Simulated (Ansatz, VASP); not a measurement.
**Cross-check of CdS (Greenockite) between VASP and Ansatz**

Aim: how closely do two programs agree when they are given the same cell, functional and k mesh? The cell is taken from a series of VASP runs on this material, whose earlier steps may have relaxed, scaled or displaced it; both programs get it as it stands.

Calculated with Ansatz 0.2.0; plane waves, with VASP 6.6.1 beside it; relaxation of cell and atoms at PBEsol and relaxation of cell and atoms at PBEsol with D3(BJ).

## Step 1: The structure

The structure is hexagonal, space group P6_3mc (No. 186). The conventional cell has a = 4.131 Å, b = 4.131 Å, c = 6.721 Å, α = 90.00°, β = 90.00°, γ = 120.00°. Nearest to Cd lie 4 S at 2.53 Å. S has 4 Cd at 2.53 Å nearest. Farther neighbours and most contacts between anions are not listed.

## Step 2: VASP: relaxation of cell and atoms, PBEsol

The relaxed volume is the usual yardstick between codes: its relative difference is about their pressure difference at one cell divided by the bulk modulus.

Lines of VASP's logs that name or quote its potential files are left out, and so is its time.

File INCAR:

```
SYSTEM = CdS
PREC = Accurate
ENCUT = 450
EDIFF = 1E-06
NELM = 100
ISMEAR = 0
SIGMA = 0.03
LREAL = .FALSE.
ALGO = Normal
GGA = PS
NBANDS = 24
LORBIT = 11
LWAVE = .FALSE.
LCHARG = .FALSE.
KPAR = 4
IBRION = 2
NSW = 50
ISIF = 3
EDIFFG = -0.006
```

File POSCAR:

```
CdS
1.0
    4.1310798638      0.0000000000      0.0000000000
   -2.0655399319      3.5776201071      0.0000000000
    0.0000000000      0.0000000000      6.7206946961
Cd S
2 2
Direct
    0.6666666667      0.3333333333      0.4992762409
    0.3333333333      0.6666666667      0.9992762409
    0.6666666667      0.3333333333      0.8757237591
    0.3333333333      0.6666666667      0.3757237591
```

File KPOINTS:

```
Automatic mesh
0
Gamma
6 6 4
0 0 0
```

Potentials, in the order of the species: Cd and S (PBE family, release 64).

The run is started by

```bash
mpirun -np 4 vasp_std
```

Numbers of over 12 decimals in the logs are rounded to 6 here.

The program printed:

```text
[banner, memory and clock lines left out]
running    4 mpi-ranks, on    1 nodes
 distrk:  each k-point on    1 cores,    4 groups
 distr:  one band on    1 cores,    1 groups

 POSCAR found type information on POSCAR CdS
 POSCAR found :  2 types and       4 ions
|                                                                             |
|               ----> ADVICE to this user running VASP <----                  |
|                                                                             |
|     You enforced a specific xc type in the INCAR file but a different       |
|     [... a line on the potential file left out ...]
|     I HOPE YOU KNOW WHAT YOU ARE DOING!                                     |
|                                                                             |

 LDA part: xc-table for (Slater+PW92), standard interpolation
 POSCAR, INCAR and KPOINTS ok, starting setup
 FFT: planning ... GRIDC
 FFT: planning ... GRID_SOFT
 FFT: planning ... GRID
 WAVECAR not read
 entering main loop
       N       E                     dE             d eps       ncg     rms          rms(c)
DAV:   1     0.227232899470E+03    0.22723E+03   -0.16537E+04  1008   0.123E+03
DAV:   2    -0.321296394008E+01   -0.23045E+03   -0.22416E+03  1192   0.319E+02
DAV:   3    -0.145191893680E+02   -0.11306E+02   -0.11269E+02  1232   0.730E+01
DAV:   4    -0.146253028257E+02   -0.10611E+00   -0.10608E+00  1200   0.695E+00
DAV:   5    -0.146272286666E+02   -0.19258E-02   -0.19258E-02  1240   0.886E-01    0.110E+01
DAV:   6    -0.136580592347E+02    0.96917E+00   -0.20969E+00  1360   0.163E+01    0.865E+00
DAV:   7    -0.136382570393E+02    0.19802E-01   -0.73387E-01  1096   0.484E+00    0.379E+00
DAV:   8    -0.136309926587E+02    0.72644E-02   -0.10957E-01  1248   0.345E+00    0.516E-01
DAV:   9    -0.136290858816E+02    0.19068E-02   -0.19075E-02  1240   0.178E+00    0.148E-01
DAV:  10    -0.136290668662E+02    0.19015E-04   -0.13137E-03  1256   0.391E-01    0.899E-02
DAV:  11    -0.136290861136E+02   -0.19247E-04   -0.10660E-04  1256   0.665E-02    0.915E-02
DAV:  12    -0.136290961609E+02   -0.10047E-04   -0.13904E-05  1200   0.235E-02    0.625E-02
DAV:  13    -0.136291630405E+02   -0.66880E-04   -0.77649E-05  1048   0.454E-02    0.568E-02
DAV:  14    -0.136291588223E+02    0.42182E-05   -0.68578E-06  1256   0.330E-02    0.454E-02
DAV:  15    -0.136291544776E+02    0.43447E-05   -0.18600E-05  1128   0.192E-02    0.174E-02
DAV:  16    -0.136291544893E+02   -0.11760E-07   -0.40359E-07   632   0.428E-03
   1 F= -.13629154E+02 E0= -.13629154E+02  d E =-.136292E+02
 curvature:   0.00 expect dE= 0.000E+00 dE for cont linesearch  0.000E+00
 trial: gam= 0.00000 g(F)=  0.102E-05 g(S)=  0.442E-05 ort = 0.000E+00 (trialstep = 0.100E+01)
 search vector abs. value=  0.544E-05
 reached required accuracy - stopping structural energy minimisation
```

From OUTCAR (step 2):

```text
ion  position               nearest neighbor table
   1  0.667  0.333  0.499-   4 2.53   4 2.53   4 2.53   3 2.53
   2  0.333  0.667  0.999-   3 2.53   3 2.53   3 2.53   4 2.53
   3  0.667  0.333  0.876-   2 2.53   2 2.53   2 2.53   1 2.53
   4  0.333  0.667  0.376-   1 2.53   1 2.53   1 2.53   2 2.53

  LATTYP: Found a hexagonal cell.
 ALAT       =     4.1310798638
 C/A-ratio  =     1.6268614788

 Subroutine GETGRP returns: Found 12 space group operations
 (whereof  6 operations were pure point group operations)

The static configuration has the point symmetry C_3v.
 The point group associated with its full space group is C_6v.

 Found     21 irreducible k-points:

   k-points           NKPTS =     21   k-points in BZ     NKDIM =     21   number of bands    NBANDS=     24

   dimension x,y,z NGX =    30 NGY =   30 NGZ =   48
   dimension x,y,z NGXF=    60 NGYF=   60 NGZF=   96

   ENCUT  =  450.0 eV  33.07 Ry    5.75 a.u.   7.15  7.15 11.62*2*pi/ulx,y,z

   NELECT =      36.0000    total number of electrons

 k-points in reciprocal lattice and weights: Automatic mesh
   0.00000000  0.00000000  0.00000000       0.007
   0.16666667  0.00000000  0.00000000       0.042
   0.33333333  0.00000000  0.00000000       0.042
   0.50000000  0.00000000  0.00000000       0.021
   0.16666667  0.16666667  0.00000000       0.042
   0.33333333  0.16666667  0.00000000       0.083
   0.33333333  0.33333333  0.00000000       0.014
   0.00000000  0.00000000  0.25000000       0.014
   0.16666667  0.00000000  0.25000000       0.083
[...]
0.33333333  0.16666667  0.50000000       0.083
   0.33333333  0.33333333  0.50000000       0.014

 average (electrostatic) potential at core
       1 -39.1853       2 -39.1853       3 -89.3034       4 -89.3034

 E-fermi :   1.3430

 k-point     1 :       0.0000    0.0000    0.0000
  band No.  band energies     occupation
    ...
     14       0.4295      2.00000
     15       0.4295      2.00000
     16       1.1564      2.00000
     17       1.2034      2.00000
     18       1.2034      2.00000
     19       2.2877      0.00000
     20       3.8784      0.00000
     21       7.5800      0.00000
     22       7.5800      0.00000
     23       7.8845      0.00000
    ...

 k-point     2 :       0.1667    0.0000    0.0000
  band No.  band energies     occupation
    ...
     14      -0.5723      2.00000
     15      -0.0381      2.00000
     16       0.1038      2.00000
     17       0.9501      2.00000
     18       1.0098      2.00000
     19       3.4640      0.00000
     20       4.7668      0.00000
     21       6.8492      0.00000
     22       7.9099      0.00000
     23       7.9553      0.00000
    ...

 k-point     3 :       0.3333    0.0000    0.0000
  band No.  band energies     occupation
    ...
     14      -1.8312      2.00000
     15      -1.3904      2.00000
     16      -0.4590      2.00000
     17       0.3564      2.00000
     18       0.6214      2.00000
     19       4.5480      0.00000
     20       5.0924      0.00000
     21       6.4622      0.00000
     22       7.3130      0.00000
     23       8.2040      0.00000
    ...

  Total       -0.0135396     -0.0135396      0.0003085      0.0000000      0.0000000      0.0000000
  in kB       -0.2183955     -0.2183955      0.0049758      0.0000000      0.0000000      0.0000000
  external PRESSURE =      -0.1439384 kB  Pullay stress =       0.0000000 kB

  energy-cutoff  :      450.00
  volume of cell :       99.33
      direct lattice vectors                 reciprocal lattice vectors
     4.131079864  0.000000000  0.000000000     0.242067458  0.139757712  0.000000000
    -2.065539932  3.577620107  0.000000000     0.000000000  0.279515424  0.000000000
     0.000000000  0.000000000  6.720694696     0.000000000  0.000000000  0.148794142

 POSITION                                       TOTAL-FORCE (eV/Angst)
 -----------------------------------------------------------------------------------
      2.06554      1.19254      3.35548         0.000000     -0.000000     -0.002300
     -0.00000      2.38508      6.71583        -0.000000      0.000000     -0.002300
      2.06554      1.19254      5.88547         0.000000     -0.000000      0.002300
     -0.00000      2.38508      2.52512        -0.000000      0.000000      0.002300
 -----------------------------------------------------------------------------------
    total drift:                               -0.000000     -0.000000      0.000547

  FREE ENERGIE OF THE ION-ELECTRON SYSTEM (eV)
  ---------------------------------------------------
  free  energy   TOTEN  =       -13.6291544893 eV

  energy  without entropy=      -13.6291544893  energy(sigma->0) =      -13.62915449

 reached required accuracy - stopping structural energy minimisation

 total charge
# of ion       s       p       d       tot
------------------------------------------
    1        0.430   0.330   9.560  10.320
    2        0.430   0.330   9.560  10.320
    3        1.318   2.376   0.000   3.693
    4        1.318   2.376   0.000   3.693
--------------------------------------------------
tot          3.495   5.412  19.121  28.028

[... 3 further parts left out ...]
```

The gap is read on the k-mesh alone, so it is an upper bound where the band edges lie off the mesh. The run keeps the 12 symmetry operations of its start, so it cannot find a distortion of lower symmetry.

## Step 3: Ansatz: relaxation of cell and atoms, PBEsol

Ansatz runs on its default PAW (the set named soft_2) files.

The same cell, functional, mesh and smearing now go to Ansatz, which takes its cutoff from its data sets.

File input.yaml:

```yaml
crystal:
  lattice:
    - [4.1310798638, 0.0, 0.0]
    - [-2.0655399319, 3.5776201071, 0.0]
    - [0.0, 0.0, 6.7206946961]
  atoms:
    - { symbol: Cd, position: [0.6666666667, 0.3333333333, 0.4992762409] }
    - { symbol: Cd, position: [0.3333333333, 0.6666666667, 0.9992762409] }
    - { symbol: S, position: [0.6666666667, 0.3333333333, 0.8757237591] }
    - { symbol: S, position: [0.3333333333, 0.6666666667, 0.3757237591] }
hamiltonian:
  xc: pbesol
  pseudopotentials: { kind: paw }
kpoints:
  mp_grid: { grid: [6, 6, 4] }
scf:
  occupations: { method: gaussian, width: 0.03 }
relax:
  f_tol: 0.01
  max_steps: 60
  cell: { stress_tol: 0.05 }
output:
  forces: true
  stress: true
```

The run is started by

```bash
ansatz run input.yaml --threads 4 --pin off --max-ram 9216MiB --backend cpu --events-out ev --progress --plain --runs-dir out
```

The program printed:

```text
Engine: ansatz 0.2.0, aarch64-unknown-linux-gnu
Pseudopotentials: kind: paw
Pseudopotential: Cd, paw, valence charge 20, recommended cutoff 420 eV (normal), Cd.paw.azcp
Pseudopotential: S, paw, valence charge 6, recommended cutoff 420 eV (normal), S.paw.azcp
Functional definition: PBEsol
  exchange = pbesol_x
  correlation = pbesol_c
Crystal: 4 atoms, lattice volume = 99.328 Å³
Basis set: ecut = 420 eV, 1943 PW (Γ), exchange–correlation on 60×60×90 points (8 copies of the dense FFT grid, shifted against one another)
Bands: 32, of which v1, the nominal top of the filled ones, is band 26 counted from 1 (25 counted from 0)
Symmetry: 12 space group operations
Space group: P63mc (ITA 186), of the structure as read, at distance tolerance 4.6e-5 Å
k-points: 21 of 144 (time reversal used)
Non-local potential: Cd, projectors of the file, l = 0: 3, l = 1: 2, l = 2: 2, l = 3: 1
Non-local potential: S, projectors of the file, l = 0: 2, l = 1: 2, l = 2: 2
PAW form: soft (Blöchl's): semilocal exchange-correlation on the pseudo side does not see the compensation charge
PAW frozen core: Cd, regenerated for the run's functional, and the local potential with it (the file was generated under x = pbe(κ = 0.804, μ = 0.219515), c = pbe(β = 0.066725))
PAW frozen core: S, regenerated for the run's functional, and the local potential with it (the file was generated under x = pbe(κ = 0.804, μ = 0.219515), c = pbe(β = 0.066725))
PAW one-centre angular grid: Cd, 590 points (default); XC on 64 Gauss nodes
PAW one-centre angular grid: S, 110 points (default); XC on 64 Gauss nodes
Initial density: superposition of atomic densities (neutral atoms: chi_scale 0, normalization atom), corrected by the library's trained network
Initial wavefunctions: pseudopotential atomic-orbital guess
Functional: x = pbesol(κ = 0.804, μ = 0.123457), c = pbesol(β = 0.046)
SCF iter   1: F=—  HF=-18140.460054 eV  |F-HF|=—  |Δ(HF+E_count)|=         —  Δρ=5.16e-3  dr2=3.56e-2  ethr=1.77e-3  ⟨swp⟩=6.2  Hψ=2727  notcnv=0
preconditioner: auto → Resta (q_TF=auto, 2.449 Å⁻¹)  ε∞=4.8  [insulator: Δε(μ)=1.014 eV  Ē_g=11.527 eV  σ=0.030 eV  W_gap=1.00  n_scr=22 (ndim 8)  ℏωp=22.4 eV  f_vac=0.127  D(μ)=0.00/eV (n_scr^D=0)  ε∞_Penn≈4.8]
SCF iter   2: F=—  HF=-18140.451401 eV  |F-HF|=—  |Δ(HF+E_count)|=   8.65e-3  Δρ=1.98e-3  dr2=6.17e-3  ethr=6.84e-5  ⟨swp⟩=2.9  Hψ=1271  notcnv=0  defer=35
SCF iter   3: F=—  HF=-18140.449851 eV  |F-HF|=—  |Δ(HF+E_count)|=   1.55e-3  Δρ=4.64e-4  dr2=2.52e-4  ethr=1.19e-5  ⟨swp⟩=2.0  Hψ=984  notcnv=0  defer=35
SCF iter   4: F=—  HF=-18140.449910 eV  |F-HF|=—  |Δ(HF+E_count)|=   5.91e-5  Δρ=2.00e-4  dr2=5.70e-5  ethr=4.84e-7  ⟨swp⟩=2.8  Hψ=1024  notcnv=0  defer=35
SCF iter   5: F=—  HF=-18140.449920 eV  |F-HF|=—  |Δ(HF+E_count)|=   9.78e-6  Δρ=5.02e-5  dr2=3.48e-6  ethr=1.10e-7  ⟨swp⟩=2.6  Hψ=1093  notcnv=0  defer=35
SCF iter   6: F=—  HF=-18140.449927 eV  |F-HF|=—  |Δ(HF+E_count)|=   7.12e-6  Δρ=1.38e-5  dr2=2.67e-7  ethr=6.69e-9  ⟨swp⟩=2.0  Hψ=1015  notcnv=0  defer=35
SCF iter   7: F=-18140.449928 eV  HF=-18140.449928 eV  |F-HF|=3.38e-8  |Δ(HF+E_count)|=   6.31e-7  Δρ=3.05e-6  dr2=1.33e-8  ethr=1.92e-10  ⟨swp⟩=4.1  Hψ=2230  notcnv=0
SCF 1 converged in 7 iterations: F = -18140.449928 eV  dr2 = 1.33e-8
  greatest PAW one-centre occupation: 1.000 electrons in one spin orbital (limit 2), on the Cd atom at site 1 (counted from 0), in its partial waves of l = 0
relax step   1: F+E_penalty+E_count = -18140.44992756 eV  Δ(F+E_penalty+E_count) = +0.000e0 eV  max|allowed force component| = 3.342e-3 eV/Å  Δτ_max = 0.0000 Å  P = -0.305 GPa  Ω = 99.328 Å³  (7 SCF iters, dr2 threshold 1.00e-7 eV, accepted)
[...]
relax step   2: F+E_penalty+E_count = -18140.45048029 eV  Δ(F+E_penalty+E_count) = -5.527e-4 eV  max|allowed force component| = 1.392e-3 eV/Å  Δτ_max = 0.0003 Å  P = +0.007 GPa  Ω = 98.817 Å³  energy of the carried Pulay correction = +7.248e-5 eV  (4 SCF iters, dr2 threshold 2.40e-7 eV, accepted)
[...]
relax step   3: F+E_penalty+E_count = -18140.45040411 eV  Δ(F+E_penalty+E_count) = +7.618e-5 eV  max|allowed force component| = 1.393e-3 eV/Å  Δτ_max = 0.0000 Å  P = +0.007 GPa  Ω = 98.817 Å³  stress off target by 1.39e-2 GPa  SCF on the basis re-selected at this cell (its energy is not comparable with the rows above)  (5 SCF iters)
basis re-selected at this cell: Δ(F+E_penalty+E_count) = +7.618e-5 eV, ΔP = -0.000 GPa vs the last step (what re-selecting the basis moved, of the pressure what is left beyond the Pulay correction that the steps carried, after the strain that the cell walked since its last selection, with what the two solves' SCF thresholds leave and, on support functions, any second-order correction that the steps lacked; it is no m [...]
SCF converged after 5 iterations
Free energy (F): -18140.450404 eV
Harris-Foulkes:  -18140.450404 eV  (|F-HF|=3.64e-11)
Internal energy: -18140.450404 eV  (E = F + TS)
E sigma→0 (E₀):  -18140.450404 eV
Fermi energy:    7.408913 eV
--- Per-component energies (eV) ---
  E_band       = -1015.372478
  E_kinetic    = 1222.754186
  E_local      = -8023.359049  (includes V_loc(G=0)·N_el)
  E_nonlocal   = 130.864554
  E_hartree    = 3680.022691
  E_xc         = -542.565582
  E_vxc        = -616.036864  (∫ρ·V_xc dr)
  E_paw        = -9196.466420  (= ΣΔE_a)
  E_vpaw       = -1089.640637  (= ΣTr[D̂ρ^β])
  E_aug_tail   = 0.000029  (compensation charges beyond the density's cutoff)
  E_ewald      = -5412.508629
  E_core_change = 0.807818  (= ΣΔE_core)
  E_smearing   = -0.000000  (= −TS)
  E_closure    = 0.000000  (closes the sum)
  Σ components = -18140.450404   (vs F -18140.450404, Δ=0.00e0)
--- Forces (eV/Å), atoms counted from 1 ---
  atom   1  Cd     0.00000000    -0.00000000    -0.00139283
  atom   2  Cd    -0.00000000     0.00000000    -0.00139283
  atom   3  S      0.00000000    -0.00000000     0.00139309
  atom   4  S     -0.00000000     0.00000000     0.00139309
  max |Σ_I F_I| component: 5.12e-7 eV/Å
--- Stress (GPa, compression-positive) ---
        0.003710       0.000000      -0.000000
        0.000000       0.003710       0.000000
       -0.000000       0.000000       0.013916
  P = ⅓ Tr σ = 0.0071 GPa (0.071 kbar)
--- Relaxed structure (2 steps of the walk, 2 accepted, 1 SCFs on fresh bases) ---
  F+E_penalty+E_count = -18140.45040411 eV   max|allowed force component| = 1.393e-3 eV/Å   (the final SCF, on the basis selected at the relaxed cell)
  cell:  # Å, volume = 98.8173 Å³
    - [4.124212, 0.0, 0]
    - [-2.062106, 3.571673, -2.30969523986647e-19]
    - [0, -4.338849873228192e-19, 6.708419]
  atoms:
    - { symbol: Cd, position: [0.666667, 0.333333, 0.499232] }
    - { symbol: Cd, position: [0.333333, 0.666667, 0.999232] }
    - { symbol: S, position: [0.666667, 0.333333, 0.875768] }
    - { symbol: S, position: [0.333333, 0.666667, 0.375768] }
```

Wall time 3 s (4 threads of Arm Neoverse V2, shared host); peak memory 0.38 GiB; 11 s of CPU time.

## Step 4: Side by side

Known differences besides the potentials themselves: both relaxations stop at a tolerance, which leaves soft axes loose, and VASP keeps its plane-wave basis; the data sets hold 52 valence electrons in Ansatz (default PAW (the set named soft_2) files) and 36 in VASP; the cutoff is 420 eV in Ansatz and 450 eV in VASP; Ansatz makes its cores anew for this functional, VASP keeps those of its PBE data sets; VASP leaves aspherical gradient terms in its spheres out (LASPH is not set), Ansatz keeps them; Ansatz adds a Pulay correction to the stress that steers its cell, VASP none. Total energies have different zeros and are not compared.

Both answers:

| quantity | Ansatz | VASP | difference |
| --- | --- | --- | --- |
| volume (Å³) | 98.82 | 99.33 | -0.51 % |
| edge a after relaxation, in the typed setting (Å) | 4.124 | 4.131 | -0.17 % |
| edge c after relaxation, in the typed setting (Å) | 6.708 | 6.721 | -0.18 % |

The walks stopped with 0.01 GPa left in Ansatz and -0.01 GPa in VASP; each walk ends within a tolerance, so the volume difference is uncertain by about these residues over the bulk modulus, most in soft cells.

(Continued in part 2 of 2.)

[Lines on the potential files, build, host, timing and source positions are cut from VASP's logs without a mark.]

[Logs are printed without paths, hosts, clocks, repeated set-up lines and the standing remarks that a program may print on its own settings, such as how far it seeks lower states.]

[Hosts, paths, dates, database ids (printed as entryN), source tags and the programs' standing remarks are cut or masked in the printed files.]
